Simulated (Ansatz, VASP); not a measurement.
## Pt: VASP beside Ansatz

```
CELL_PARAMETERS angstrom
0.00000 1.92815 1.92815
1.92815 0.00000 1.92815
1.92815 1.92815 0.00000
ATOMIC_POSITIONS crystal
Pt 0.00000 0.00000 0.00000
```

Alike in both runs: functional LDA; k mesh 24 × 24 × 24; occupations fermi-dirac, width 0.1 eV; no spin polarisation.

Ansatz relaxed the structure, and its values are those at the end. VASP's run is a single point on that final structure, the one shown.

|  | VASP | Ansatz |
| --- | --- | --- |
| version | VASP 6.6.1 | Ansatz 0.2.0 |
| potentials or method | VASP PAW LDA potentials, release 64 (Pt) | PAW with Ansatz's default frozen-core files, scalar-relativistic |
| plane-wave cutoff (eV) | 520 | 420 |
| valence electrons in the cell | 10 | 18 |

```csv
,VASP,Ansatz,Ansatz less VASP
pressure (GPa),10.9,10.0,-0.88
```

The two sets of potentials don't hold the same shells in valence.

Spin-orbit coupling is left out, which matters for the levels of Pt.
